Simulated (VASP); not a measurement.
Here is a VASP 6.6.1 calculation.

INCAR

```
PREC = Accurate
ENCUT = 520
EDIFF = 1E-6
ISMEAR = 0
SIGMA = 0.1
LREAL = False
LASPH = True
NELM = 100
ALGO = Normal
ISIF = 2
LWAVE = False
LCHARG = False
GGA = PE
NBANDS = 12
```

File KPOINTS:

```
regular mesh
0
Gamma
  8 8 8
```

File POSCAR:

```
Zr
1.0
    0.0000000000      2.2594957923      2.2594957923
    2.2594957923      0.0000000000      2.2594957923
    2.2594957923      2.2594957923      0.0000000000
Zr
1
Direct
    0.0000000000      0.0000000000      0.0000000000
```

Potentials or basis: VASP PAW PBE potentials, release 64 (Zr_sv).

Command:

```bash
$ cat potpaw_PBE.64/Zr_sv/POTCAR > POTCAR
$ mpirun -np 1 vasp_std > vasp.out
```

Estimate the pressure.

0.1 GPa.

What does it give for the band gap on the k mesh?

None (metal or under the smearing width).
